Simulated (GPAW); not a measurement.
Here is a GPAW 26.7.0 calculation.

File run.py:

```python
import numpy as np
from ase import Atoms
from ase.dft.bandgap import bandgap
from ase.io import write
from ase.units import GPa
from gpaw import GPAW, PW, setup_paths
from gpaw.spinorbit import soc_eigenstates

setup_paths.insert(0, '.')

atoms = Atoms(['As', 'Ga'],
              cell=[[0.0, 2.82685, 2.82685],
                    [2.82685, 0.0, 2.82685],
                    [2.82685, 2.82685, 0.0]],
              scaled_positions=[[0.75, 0.75, 0.75],
                                [0.0, 0.0, 0.0]],
              pbc=True)

calc = GPAW(mode=PW(600),
            xc='PBEsol',
            kpts={'size': (8, 8, 8), 'gamma': True},
            occupations={'name': 'fermi-dirac', 'width': 0.05},
            nbands=11,
            convergence={'density': 1e-05, 'energy': 1e-05},
            maxiter=150,
            txt='gpaw.txt')
atoms.calc = calc
energy = atoms.get_potential_energy()
forces = atoms.get_forces()
stress = atoms.get_stress()
calc.write('gs.gpw')
write('result.traj', atoms)
print(f'Energy: {energy:.6f} eV')
print('Forces (eV/A):')
print(forces.round(4))
print('Stress (GPa):', (stress / GPa).round(3))
print('Fermi level:', round(calc.get_fermi_level(), 4), 'eV')
print(f'Gap: {bandgap(calc)[0]:.4f} eV, direct: {bandgap(calc, direct=True)[0]:.4f} eV')

path = atoms.cell.bandpath('GXWKGLUWLK,UX', npoints=100, eps=1e-4)
bs_calc = calc.fixed_density(kpts=path, symmetry='off', nbands=21,
                             convergence={'bands': 'CBM+6.0', 'eigenstates': 1e-6}, txt='bands.txt')
bs = bs_calc.band_structure()
bs.write('bs.json')
print(f'Gap on the path: {bandgap(bs_calc)[0]:.4f} eV')

soc = soc_eigenstates(bs_calc, theta=0, phi=0)
np.savetxt('soc_bands.dat', soc.eigenvalues(), fmt='%.4f')
mesh = soc_eigenstates('gs.gpw', theta=0, phi=0)
np.savetxt('soc_mesh.dat', mesh.eigenvalues(), fmt='%.4f')
print('Fermi level with spin-orbit coupling:', round(mesh.fermi_level, 4), 'eV')
```

Potentials or basis: PAW data sets generated in the run's folder for this functional, pw.

Run with:

```sh
$ gpaw-setup -f PBEsol As Ga
$ OMP_NUM_THREADS=1 python run.py
```

(1) What does it give for the band gap on the k mesh?

(2) Estimate the pressure.

(3) Predict the band gap along the path.

Answers

(1) 0.40 eV, direct.

(2) 1.3 GPa.

(3) 0.40 eV, direct.

Caveat: spin-orbit coupling was added after a scalar SCF, so levels and gaps hold it while energy, forces, pressure and moments don't; this program's spin-orbit splittings come out too wide for heavy elements.

**What was measured.**

From “Evidence of valence band perturbations in GaAsN/GaAs(001): A combined variable-angle spectroscopic ellipsometry and modulated photoreflectance investigation”, 2008, arxiv:0805.2212, for a bulk crystal of GaAs at 300 K: band gap 1.418 ± 0.005 eV (direct).

Against the measured gap of GaAs, 1.418 eV (direct; 300 K; “Evidence of valence band perturbations in GaAsN/GaAs(001): A combined variable-angle spectroscopic ellipsometry and modulated photoreflectance investigation”, 2008, arxiv:0805.2212), the calculated 0.40 eV is off by -1.02 eV. So large a miss can be the level of theory's own, or it may mean another phase, state or a wrong row. 3 values of this kind are on record (1.412 to 1.51 eV); this one was drawn at random among those near their median, those with a stated uncertainty first. The value is that of PBEsol, without temperature or zero-point motion. Semilocal functionals fall short of measured gaps as a rule.
